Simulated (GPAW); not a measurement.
Crystal: AgCl (Chlorargyrite).

```
Ag Cl
1.0
     0.00000    2.73500    2.73500
     2.73500    0.00000    2.73500
     2.73500    2.73500    0.00000
Ag Cl
1 1
Direct
  0.00000 0.00000 0.00000
  0.50000 0.50000 0.50000
```

Program: GPAW 26.7.0. Alike in all runs: task band structure; potentials or basis PAW data sets generated in the run's folder for this functional, pw; no spin polarisation; cell as given; k mesh 8 × 8 × 8; cutoff (eV) 600; smearing fermi-dirac 0.05 eV.

Order these runs on this cell by their band gap on the k mesh, lowest first.
A. level PBEsol
B. level PBEsol+U; U Ag d U = 6 eV
C. level PBEsol+U; U Ag d U = 3 eV
D. level PBEsol+U; U Ag d U = 4 eV
E. level PBEsol+U; U Ag d U = 1 eV

A (0.70 eV), E (0.93 eV), C (1.35 eV), D (1.55 eV), B (1.91 eV).

Runs at the PBE level aren't shown here.
